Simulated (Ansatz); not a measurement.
Runs of Ansatz 0.2.0 on As. Symmetry: R-3m, No. 166, trigonal system. Conventional cell: a = 3.762 Å, b = 3.762 Å, c = 10.542 Å, α = 90.00°, β = 90.00°, γ = 120.00°. Around As (site symmetry 3m) lie 3 As at 2.51 Å. 

```csv
task,level,cell,k mesh,atoms under strain,gap on the mesh (eV),pressure (GPa),relaxed volume (Å³/atom)
phonons,LDA,as given,7 × 7 × 7,-,none,-,-
relaxation of cell and atoms,BLYP+D4,relaxed,9 × 9 × 9,-,(a),0.0,(b)
relaxation of cell and atoms,BLYP+D3(BJ),relaxed,9 × 9 × 9,-,0.10,0.0,21.51
elastic constants,LDA,as given,7 × 7 × 7,relaxed,none,-2.1,-
```

Alike in all rows: potentials or basis Ansatz PAW; no spin polarisation; cutoff (eV) 420; smearing fermi-dirac 0.05 eV.

Q: Estimate the missing entries.

A: (a) 0.02; (b) 21.92.

Caveats: the PAW data sets come from PBE, with cores solved anew for the run's functional, which leaves a small shift of forces and pressure; odd divisions of the mesh miss points on the zone boundary, where band edges often lie, so the gap on the mesh can be too wide (some runs); the plane-wave basis is chosen anew once the cell has moved, so the energies of steps on either side of that aren't comparable (some runs); elastic constants of metals need much finer meshes, so these are rough (some runs).

A k mesh can miss the band edges, and the runs leave out spin-orbit coupling on As.

A gap of «none» marks a metal or a gap under the smearing width.

Runs at the PBE level aren't shown here.
